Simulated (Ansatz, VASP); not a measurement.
## Two plane-wave programs on MnSb4

```
CELL_PARAMETERS angstrom
3.08050 0.00000 0.00000
0.00000 3.08050 0.00000
0.00000 0.00000 14.99420
ATOMIC_POSITIONS crystal
Sb 0.99235 0.00679 0.82053
Sb 0.99828 0.01082 0.60124
Sb 0.00534 0.99174 0.40228
Sb 0.99628 0.00368 0.18327
Mn 0.98548 0.99677 0.00081
```

Change from the starting cell: atoms moved at random, drawn with an rms of 0.05 Å.

Alike in both runs: task single point; functional PBE; k mesh 9 × 9 × 2; occupations fermi-dirac, width 0.05 eV; collinear spin, ferromagnetic start.

|  | VASP | Ansatz |
| --- | --- | --- |
| version | VASP 6.6.1 | Ansatz 0.2.0 |
| potentials or method | VASP PAW PBE potentials, release 64 (Sb, Mn_pv) | Ansatz PAW |
| plane-wave cutoff (eV) | 520 | 420 |
| valence electrons in the cell | 33 | 75 |

Ansatz gave:

```
gap on the k mesh at the Fermi level (eV)                     : none
pressure (GPa)                                                : -0.4
largest component of the traceless stress (GPa)               : 0.88
rms of the force components (eV/Å)                            : 0.044
net moment per atom (μB)                                      : 0.80
size of the moment on the site where the two differ most (μB) : 3.84
```

Q: What did VASP give for the same quantities?

A: gap on the k mesh at the Fermi level (eV): none; pressure (GPa): -0.4; largest component of the traceless stress (GPa): 0.87; rms of the force components (eV/Å): 0.045; net moment per atom (μB): 0.80; size of the moment on the site where the two differ most (μB): 3.83.

Site moments also hang on the region over which each program counts them. Atom by atom the forces differ by 0.005 eV/Å (rms over components). A gap of «none» marks a metal or a gap that the smearing closes. The two sets of potentials don't hold the same shells in valence.

Caveats: a cell with one magnetic atom can't hold antiferromagnetic order, which such compounds often take. Spin-orbit coupling is left out, which matters for the levels of Sb.
